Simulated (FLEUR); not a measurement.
# CdS (Greenockite) (P6_3mc) in FLEUR: a series of runs

One crystal, CdS (Greenockite), is run at these levels: revPBE; tasks: band structure, equation of state.

All numbers are computed with FLEUR MaX-R8.1 (patched build s14); they aren't measurements. Logs are shortened: lines on timing, memory, paths and dates and some standing lists are left out, and cuts for length are marked.

**Measured values to compare with.**

“Isotope dependence of band-gap energy”, 2008, arxiv:0807.2152 quotes, for a bulk crystal of CdS: band gap 2.5809 ± 0.0002 eV.

The results are compared with them further down.

**1. The crystal as given**

The structure is hexagonal, space group P6_3mc (No. 186). Conventional cell: a = 4.150 Å, b = 4.150 Å, c = 6.737 Å, α = 90.00°, β = 90.00°, γ = 120.00°. Cd (site symmetry 3m) is surrounded by 4 S at 2.53 to 2.54 Å. S (site symmetry 3m) has 4 Cd at 2.53 to 2.54 Å as nearest neighbours.

**2. Band structure, revPBE**

The input, inp.xml:

```xml
<?xml version="1.0" encoding="UTF-8" standalone="no"?>
<fleurInput fleurInputVersion="0.39">
   <comment>
      CdS                                                                                                 
   </comment>
   <calculationSetup>
      <cutoffs Kmax="4.21" Gmax="13.1" GmaxXC="13.1" numbands="0"/>
      <scfLoop itmax="60" minDistance="0.00001" maxIterBroyd="15" imix="Anderson" alpha="0.05" precondParam="0.0" spinf="2.0"/>
      <coreElectrons ctail="T" frcor="F" kcrel="0" coretail_lmax="0"/>
      <xcFunctional name="rpbe" relativisticCorrections="F"/>
      <magnetism jspins="1"/>
      <soc l_soc="F" theta="0.0" phi="0.0" spav="F"/>
      <expertModes spex="0" secvar="F"/>
      <geometryOptimization l_f="F" forcealpha="1.0" forcemix="BFGS" epsdisp="0.00001" epsforce="0.00001"/>
      <ldaU l_linMix="F" mixParam="0.05" spinf="1.0"/>
   </calculationSetup>
   <cell>
      <bzIntegration valenceElectrons="52.0" mode="hist" fermiSmearingEnergy="0.00183747">
         <kPointListSelection listName="default-1"/>
         <!-- k-points included here -->
         <xi:include xmlns:xi="http://www.w3.org/2001/XInclude" href="kpts.xml"> </xi:include>
      </bzIntegration>
      <!-- symmetry operations included here -->
      <xi:include xmlns:xi="http://www.w3.org/2001/XInclude" href="sym.xml"> </xi:include>
      <bulkLattice scale="1.0">
[... 30 lines left out ...]
         </electronConfig>
         <energyParameters s="3" p="3" d="3" f="4"/>
         <lo type="SCLO" l="0" n="3" eDeriv="2"/>
         <lo type="SCLO" l="1" n="3" eDeriv="2"/>
         <lo type="SCLO" l="2" n="3" eDeriv="2"/>
         <lo type="SCLO" l="3" n="4" eDeriv="2"/>
      </species>
   </atomSpecies>
   <atomGroups>
      <atomGroup species="Cadmium (Cd)">
         <relPos label="                   1">-1.000/3.000 1.000/3.000 1.000/2.000</relPos>
         <relPos label="                   2">1.000/3.000 -1.000/3.000 .0000000000</relPos>
         <force calculate="T" relaxXYZ="TTT"/>
      </atomGroup>
      <atomGroup species="Sulfur (S)">
         <relPos label="                   3">-1.000/3.000 1.000/3.000 -1.000/8.000</relPos>
         <relPos label="                   4">1.000/3.000 -1.000/3.000 3.000/8.000</relPos>
         <force calculate="T" relaxXYZ="TTT"/>
      </atomGroup>
   </atomGroups>
   <output dos="F" band="F" slice="F">
      <checks vchk="F" cdinf="F"/>
      <bandDOS minEnergy="-.5*Htr" maxEnergy="0.5*Htr" sigma="0.015" storeEVData="T"/>
      <vacuumDOS vacdos="F" integ="F" star="F" nstars="0" locx1="0.0" locy1="0.0" locx2="0.0" locy2="0.0" nstm="0" tworkf="0.0"/>
      <unfoldingBand unfoldBand="F" supercellX="1" supercellY="1" supercellZ="1"/>
      <plotting iplot="0" polar="F">
         <plot TwoD="T" vec1="  1.0  0.0  0.0" vec2="  0.0  1.0  0.0" vec3="  0.0  0.0  1.0" zero="  0.0  0.0  0.0" file="plot"/>
      </plotting>
      <chargeDensitySlicing numkpt="0" minEigenval="0.0" maxEigenval="0.0" nnne="0" pallst="F"/>
      <specialOutput eonly="F"/>
      <magneticCircularDichroism mcd="F" energyLo="-10.0" energyUp="0.0"/>
   </output>
  <!-- We include the file relax.xml here to enable relaxations (see documentation) -->
  <xi:include xmlns:xi="http://www.w3.org/2001/XInclude" href="relax.xml"> <xi:fallback/> </xi:include>
</fleurInput>
```

The input, crystal.txt:

```
CdS
&input cartesian=F /
4.1500000000  0.0000000000  0.0000000000
-2.0750000000  3.5940054257  0.0000000000
0.0000000000  0.0000000000  6.7370000000
1.8897261246
1.0 1.0 1.0

4
48 0.6666666667  0.3333333333  0.5000000000
48 0.3333333333  0.6666666667  0.0000000000
16 0.6666666667  0.3333333333  0.8750000000
16 0.3333333333  0.6666666667  0.3750000000

&kpt div1=7 div2=7 div3=4 gamma=T /
```

The input, inp.xml (bands):

```
<?xml version="1.0" encoding="UTF-8" standalone="no"?>
<fleurInput fleurInputVersion="0.39">
   <comment>
      CdS                                                                                                 
   </comment>
   <calculationSetup>
      <cutoffs Kmax="4.21" Gmax="13.1" GmaxXC="13.1" numbands="0"/>
      <scfLoop itmax="60" minDistance="0.00001" maxIterBroyd="15" imix="Anderson" alpha="0.05" precondParam="0.0" spinf="2.0"/>
      <coreElectrons ctail="T" frcor="F" kcrel="0" coretail_lmax="0"/>
      <xcFunctional name="rpbe" relativisticCorrections="F"/>
      <magnetism jspins="1"/>
      <soc l_soc="F" theta="0.0" phi="0.0" spav="F"/>
      <expertModes spex="0" secvar="F"/>
      <geometryOptimization l_f="F" forcealpha="1.0" forcemix="BFGS" epsdisp="0.00001" epsforce="0.00001"/>
      <ldaU l_linMix="F" mixParam="0.05" spinf="1.0"/>
   </calculationSetup>
   <cell>
      <bzIntegration valenceElectrons="52.0" mode="hist" fermiSmearingEnergy="0.00183747">
         <kPointListSelection listName="path-1"/>
         <!-- k-points included here -->
         <xi:include xmlns:xi="http://www.w3.org/2001/XInclude" href="kpts.xml"> </xi:include>
      </bzIntegration>
      <!-- symmetry operations included here -->
      <xi:include xmlns:xi="http://www.w3.org/2001/XInclude" href="sym.xml"> </xi:include>
[... 31 lines left out ...]
         </electronConfig>
         <energyParameters s="3" p="3" d="3" f="4"/>
         <lo type="SCLO" l="0" n="3" eDeriv="2"/>
         <lo type="SCLO" l="1" n="3" eDeriv="2"/>
         <lo type="SCLO" l="2" n="3" eDeriv="2"/>
         <lo type="SCLO" l="3" n="4" eDeriv="2"/>
      </species>
   </atomSpecies>
   <atomGroups>
      <atomGroup species="Cadmium (Cd)">
         <relPos label="                   1">-1.000/3.000 1.000/3.000 1.000/2.000</relPos>
         <relPos label="                   2">1.000/3.000 -1.000/3.000 .0000000000</relPos>
         <force calculate="T" relaxXYZ="TTT"/>
      </atomGroup>
      <atomGroup species="Sulfur (S)">
         <relPos label="                   3">-1.000/3.000 1.000/3.000 -1.000/8.000</relPos>
         <relPos label="                   4">1.000/3.000 -1.000/3.000 3.000/8.000</relPos>
         <force calculate="T" relaxXYZ="TTT"/>
      </atomGroup>
   </atomGroups>
   <output dos="F" band="T" slice="F">
      <checks vchk="F" cdinf="F"/>
      <bandDOS minEnergy="-.5*Htr" maxEnergy="0.5*Htr" sigma="0.015" storeEVData="T"/>
      <vacuumDOS vacdos="F" integ="F" star="F" nstars="0" locx1="0.0" locy1="0.0" locx2="0.0" locy2="0.0" nstm="0" tworkf="0.0"/>
      <unfoldingBand unfoldBand="F" supercellX="1" supercellY="1" supercellZ="1"/>
      <plotting iplot="0" polar="F">
         <plot TwoD="T" vec1="  1.0  0.0  0.0" vec2="  0.0  1.0  0.0" vec3="  0.0  0.0  1.0" zero="  0.0  0.0  0.0" file="plot"/>
      </plotting>
      <chargeDensitySlicing numkpt="0" minEigenval="0.0" maxEigenval="0.0" nnne="0" pallst="F"/>
      <specialOutput eonly="F"/>
      <magneticCircularDichroism mcd="F" energyLo="-10.0" energyUp="0.0"/>
   </output>
  <!-- We include the file relax.xml here to enable relaxations (see documentation) -->
  <xi:include xmlns:xi="http://www.w3.org/2001/XInclude" href="relax.xml"> <xi:fallback/> </xi:include>
</fleurInput>
```

Potentials or basis: all-electron, FLAPW.

On the command line:

```sh
inpgen -f crystal.txt -profile fastHighL
# inp.xml edited to the form shown
fleur
fleur   # second run, on inp.xml (bands)
```

What it wrote:

```text
Welcome to FLEUR        (www.flapw.de)
      MaX-Release 8.1          (www.max-centre.eu)

 ========== k-point set info ==========
 Selected k-point list: default-1
 k-point list type: mesh
 7 x 7 x 4
 Number of k points: 24

 ------------Calculation Setup---------------------------
 Number of OMP-threads    :            1
 Number of basis functions:         1006
 Approximate size of matrices (H+S) per k-point:         0.030 GB
 --------------------------------------------------------
 Iteration:     1   Distance:       8.15736500 me/bohr^3
 Iteration:     2   Distance:       7.30081753 me/bohr^3
 Iteration:     3   Distance:       3.73972326 me/bohr^3
 Iteration:     4   Distance:       1.85140251 me/bohr^3
 Iteration:     5   Distance:       1.21211141 me/bohr^3
 Iteration:     6   Distance:       0.30239433 me/bohr^3
 Iteration:     7   Distance:       0.26152230 me/bohr^3
 Iteration:     8   Distance:       0.03284373 me/bohr^3
 Iteration:     9   Distance:       0.02964785 me/bohr^3
 Iteration:    10   Distance:       0.00395865 me/bohr^3
 Iteration:    11   Distance:       0.00095141 me/bohr^3
 Iteration:    12   Distance:       0.00078825 me/bohr^3
 Iteration:    13   Distance:       0.00022807 me/bohr^3
 Iteration:    14   Distance:       0.00017416 me/bohr^3
 Iteration:    15   Distance:       0.00003657 me/bohr^3
 Iteration:    16   Distance:       0.00003408 me/bohr^3
 Iteration:    17   Distance:       0.00001846 me/bohr^3
 Iteration:    18   Distance:       0.00000661 me/bohr^3

 ********************************************************************
 Run finished successfully
 Stop message:
   all done
 ********************************************************************
```

output (bands):

```text
Welcome to FLEUR        (www.flapw.de)
      MaX-Release 8.1          (www.max-centre.eu)

 ========== k-point set info ==========
 Selected k-point list: path-1
 k-point list type: path
 Number of k points: 60

 ------------Calculation Setup---------------------------
 Number of OMP-threads    :            1
 Number of basis functions:         1012
 Approximate size of matrices (H+S) per k-point:         0.031 GB
 --------------------------------------------------------
 Fermi energy correction for insulators:
 No automatic correction of the Fermi energy has been performed.

 Note: Band structure data (together with different weights) is also stored in the banddos.hdf file.
       A convenient way of extracting and plotting the data from that file is by making use of the

 ********************************************************************
 Run finished successfully
 Stop message:
   Charge density postprocessing done.
 ********************************************************************
```

out.xml (last iteration):

```text
<iteration numberForCurrentRun="   18" overallNumber="   18">
         <energyParameters units="Htr">
            <atomicEP atomType="1" spin="1" branch="5s" branchLowest="-3.58" branchHighest="1.16" value="0.0382145014"/>
            <atomicEP atomType="1" spin="1" branch="5p" branchLowest="-2.14" branchHighest="1.82" value="0.2000029329"/>
            <atomicEP atomType="1" spin="1" branch="4d" branchLowest="-14.14" branchHighest="-0.03" value="-0.1205508594"/>
            <atomicEP atomType="1" spin="1" branch="4f" branchLowest="-9.99" branchHighest="2.06" value="0.5166539700"/>
            <loAtomicEP atomType="1" spin="1" branch="4s" branchLowest="-26.65" branchHighest="-3.58" value="-3.5850482239"/>
            <loAtomicEP atomType="1" spin="1" branch="4p" branchLowest="-21.77" branchHighest="-2.14" value="-2.1560753956"/>
            <loAtomicEP atomType="1" spin="1" branch="4p" branchLowest="-21.77" branchHighest="-2.14" value="-2.1560753956"/>
            <loAtomicEP atomType="1" spin="1" branch="4d" branchLowest="-14.14" branchHighest="-0.03" value="-0.1305955325"/>
            <loAtomicEP atomType="1" spin="1" branch="4f" branchLowest="-9.99" branchHighest="2.06" value="0.5166519568"/>
            <atomicEP atomType="2" spin="1" branch="3s" branchLowest="-7.38" branchHighest="0.83" value="-0.3736921749"/>
            <atomicEP atomType="2" spin="1" branch="3p" branchLowest="-5.34" branchHighest="1.43" value="-0.1039531897"/>
            <atomicEP atomType="2" spin="1" branch="3d" branchLowest="-9.99" branchHighest="2.04" value="0.1261499858"/>
            <atomicEP atomType="2" spin="1" branch="4f" branchLowest="-9.99" branchHighest="4.92" value="0.2936216029"/>
            <loAtomicEP atomType="2" spin="1" branch="3s" branchLowest="-7.38" branchHighest="0.83" value="-0.3736921749"/>
            <loAtomicEP atomType="2" spin="1" branch="3p" branchLowest="-5.34" branchHighest="1.43" value="-0.1043479176"/>
            <loAtomicEP atomType="2" spin="1" branch="3d" branchLowest="-9.99" branchHighest="2.04" value="0.1261465664"/>
            <loAtomicEP atomType="2" spin="1" branch="4f" branchLowest="-9.99" branchHighest="4.92" value="0.2936203739"/>
         </energyParameters>
         <eigenvalues>
            <eigenvaluesAt spin="1" ikpt="1" k_x="0.00000000" k_y="0.00000000" k_z="0.00000000">
                      -3.5850466348       -3.5850461115       -2.1541682775       -2.1541682775       -2.1541642605
                      -2.1541642605       -2.1541514824       -2.1541295784       -0.3137474010       -0.2983432421
                      -0.1445139312       -0.1437333913       -0.1437333913       -0.1405897844       -0.1405897844
                      -0.1291236407       -0.1291236407       -0.1258842281       -0.1258842281       -0.1134628803
                      -0.0199939942        0.1097584210        0.1097584210        0.1357924938        0.1372869055
                       0.1372869055        0.1863583956        0.2436712639        0.3774422934        0.3774422934
                       0.3893487141        0.4173650782        0.4173650782        0.4256468796        0.5006159886
[... 39 lines left out ...]
               <mtCharge atomType="2" total="3.5612968" s="1.2645380" p="2.2739080" d="0.0202496" f="0.0020723"/>
            </mtCharges>
            <spinDependentCharge spin="1" total="52.0000000" interstitial="7.8541897" mtSpheres="44.1458103"/>
            <totalCharge value="52.0000000000"/>
         </valenceDensity>
         <coreStates atomType="     1" atomicNumber=" 48" spin="1" kinEnergy="   5644.4844722195" eigValSum="  -3339.5101736395" lostElectrons=" 0.000000">
            <state n="1" l="0" j="0.5" energy="-973.9546469558" weight="1.0000000000"/>
            <state n="2" l="0" j="0.5" energy="-144.2958666690" weight="1.0000000000"/>
            <state n="2" l="1" j="0.5" energy="-134.2946138432" weight="1.0000000000"/>
            <state n="2" l="1" j="1.5" energy="-127.2220722527" weight="2.0000000000"/>
            <state n="3" l="0" j="0.5" energy="-26.6474855733" weight="1.0000000000"/>
            <state n="3" l="1" j="0.5" energy="-22.6418919511" weight="1.0000000000"/>
            <state n="3" l="1" j="1.5" energy="-21.3786482198" weight="2.0000000000"/>
            <state n="3" l="2" j="1.5" energy="-14.2978442779" weight="2.0000000000"/>
            <state n="3" l="2" j="2.5" energy="-14.0411507754" weight="3.0000000000"/>
         </coreStates>
         <coreStates atomType="     2" atomicNumber=" 16" spin="1" kinEnergy="    387.7785263969" eigValSum="   -222.8511338336" lostElectrons=" 0.000511">
            <state n="1" l="0" j="0.5" energy="-88.0138227444" weight="1.0000000000"/>
            <state n="2" l="0" j="0.5" energy="-7.3791821461" weight="1.0000000000"/>
            <state n="2" l="1" j="0.5" energy="-5.3750846179" weight="1.0000000000"/>
            <state n="2" l="1" j="1.5" energy="-5.3287387042" weight="2.0000000000"/>
         </coreStates>
         <allElectronCharges>
            <spinDependentCharge spin="1" total="128.0000000" interstitial="7.8552065" mtSpheres="120.1447935"/>
            <totalCharge value="127.9999999939"/>
         </allElectronCharges>
         <totalEnergy                                    value="   -11991.1539024461" units="Htr">
            <sumOfEigenvalues                            value="    -7167.9543135568">
               <coreElectrons value="-7124.7226149462"/>
               <valenceElectrons value="-43.2316986106"/>
            </sumOfEigenvalues>
            <densityCoulombPotentialIntegral value="-19235.2039676846"/>
            <densityEffectivePotentialIntegral value="-19705.5262773641"/>
            <chargeDenXCDenIntegral value="-361.5195524627"/>
            <FockExchangeEnergyValence value="0.0000000000"/>
            <FockExchangeEnergyCore value="0.0000000000"/>
            <atomTypeDependentContributions atomType="1">
               <electronNucleiInteractionDifferentMTs value="13555.5675401857"/>
               <MadelungTerm value="-35.7696110077"/>
            </atomTypeDependentContributions>
            <atomTypeDependentContributions atomType="2">
               <electronNucleiInteractionDifferentMTs value="937.4462066208"/>
               <MadelungTerm value="-20.8209721341"/>
            </atomTypeDependentContributions>
            <tkbTimesEntropy value="0.0000000000"/>
            <freeEnergy value="-11991.1539024461"/>
            <extrapolationTo0K value="-11991.1539024461"/>
         </totalEnergy>
         <densityConvergence units="me/bohr^3">
            <chargeDensity spin="1" distance="0.0000066134"/>
         </densityConvergence>
      </iteration>
```

It took 5.3 min on 1 thread of Intel Xeon Platinum 8375C at 2.90GHz (Ice Lake), shared host; peak memory 0.09 GiB.

Results:

| Quantity | Value |
| --- | --- |
| Free energy | -326295.9204 eV |
| Band gap on the k mesh | 1.34 eV, direct |
| Band gap along the path | 1.34 eV, direct |
| Valence electrons inside the program's atomic spheres | Cd 18.51; S 3.56 (radii Cd 2.53, S 1.9 bohr) |

Levels at the corners of the path, in eV from the valence-band top:
| point | band 23 | band 24 | band 25 | band 26 | band 27 | band 28 | band 29 | band 30 |
| --- | --- | --- | --- | --- | --- | --- | --- | --- |
| Γ | -0.75 | -0.04 | 0.00 | 0.00 | 1.34 | 2.89 | 6.53 | 6.53 |
| M | -2.58 | -1.83 | -1.26 | -0.72 | 3.79 | 3.99 | 5.23 | 6.48 |
| K | -2.99 | -1.80 | -1.80 | -1.57 | 4.80 | 5.13 | 5.13 | 7.31 |
| Γ | -0.75 | -0.04 | 0.00 | 0.00 | 1.34 | 2.89 | 6.53 | 6.53 |
| A | -0.39 | -0.39 | -0.39 | -0.39 | 2.95 | 2.95 | 6.29 | 6.29 |
| L | -1.30 | -1.30 | -1.29 | -1.29 | 3.60 | 3.60 | 5.47 | 5.47 |
| H | -2.34 | -2.34 | -1.09 | -1.09 | 4.47 | 4.47 | 6.24 | 6.24 |
| A | -0.39 | -0.39 | -0.39 | -0.39 | 2.95 | 2.95 | 6.29 | 6.29 |
| L | -1.30 | -1.30 | -1.29 | -1.29 | 3.60 | 3.60 | 5.47 | 5.47 |
| M | -2.58 | -1.83 | -1.26 | -0.72 | 3.79 | 3.99 | 5.23 | 6.48 |
| K | -2.99 | -1.80 | -1.80 | -1.57 | 4.80 | 5.13 | 5.13 | 7.31 |
| H | -2.34 | -2.34 | -1.09 | -1.09 | 4.47 | 4.47 | 6.24 | 6.24 |

Core levels (eV from the Fermi level):
```tsv
atom	levels
1 Cd	1s1/2 -26506.4, 2s1/2 -3930.2, 2p1/2 -3658.1, 2p3/2 -3465.6, 3s1/2 -728.9, 3p1/2 -619.9, 3p3/2 -585.5, 3d3/2 -392.8, 3d5/2 -385.8
2 Cd	1s1/2 -26506.4, 2s1/2 -3930.2, 2p1/2 -3658.1, 2p3/2 -3465.6, 3s1/2 -728.9, 3p1/2 -619.9, 3p3/2 -585.5, 3d3/2 -392.8, 3d5/2 -385.8
3 S	1s1/2 -2398.7, 2s1/2 -204.5, 2p1/2 -150.0, 2p3/2 -148.7
4 S	1s1/2 -2398.7, 2s1/2 -204.5, 2p1/2 -150.0, 2p3/2 -148.7
```

**3. Equation of state, revPBE, 23.61 Å³/atom (volume scaled by 0.94)**

Changes to inp.xml since step 2:

```diff
@@ -6,3 +6,3 @@
    <calculationSetup>
-      <cutoffs Kmax="4.21" Gmax="13.1" GmaxXC="13.1" numbands="0"/>
+      <cutoffs Kmax="4.35" Gmax="13.5" GmaxXC="13.5" numbands="0"/>
       <scfLoop itmax="60" minDistance="0.00001" maxIterBroyd="15" imix="Anderson" alpha="0.05" precondParam="0.0" spinf="2.0"/>
@@ -24,3 +24,3 @@
       <xi:include xmlns:xi="http://www.w3.org/2001/XInclude" href="sym.xml"> </xi:include>
-      <bulkLattice scale="1.0">
+      <bulkLattice scale="0.9795861087">
          <bravaisMatrix>
@@ -34,3 +34,3 @@
       <species name="Cadmium (Cd)" element="Cd" atomicNumber="48">
-         <mtSphere radius="2.53" gridPoints="837" logIncrement="0.015"/>
+         <mtSphere radius="2.45" gridPoints="837" logIncrement="0.015"/>
          <atomicCutoffs lmax="10" lnonsphr="8"/>
@@ -48,3 +48,3 @@
       <species name="Sulfur (S)" element="S" atomicNumber="16">
-         <mtSphere radius="1.9" gridPoints="629" logIncrement="0.018"/>
+         <mtSphere radius="1.84" gridPoints="629" logIncrement="0.018"/>
          <atomicCutoffs lmax="8" lnonsphr="6"/>
```

Potentials or basis: all-electron, FLAPW.

On the command line:

```sh
inpgen -f crystal.txt -profile fastHighL
# inp.xml edited to the form shown
fleur
```

Run time: 5.2 min. Hardware: 1 thread of Intel Xeon Platinum 8375C at 2.90GHz (Ice Lake), shared host; peak memory 0.09 GiB.

The run converged. Its results:

| Item | Value |
| --- | --- |
| Free energy | -326295.6983 eV |
| Band gap on the k mesh | 1.48 eV, direct |
| Valence electrons inside the program's atomic spheres | Cd 18.39; S 3.37 (radii Cd 2.45, S 1.84 bohr) |

(Part 1 of 2 ends here.)
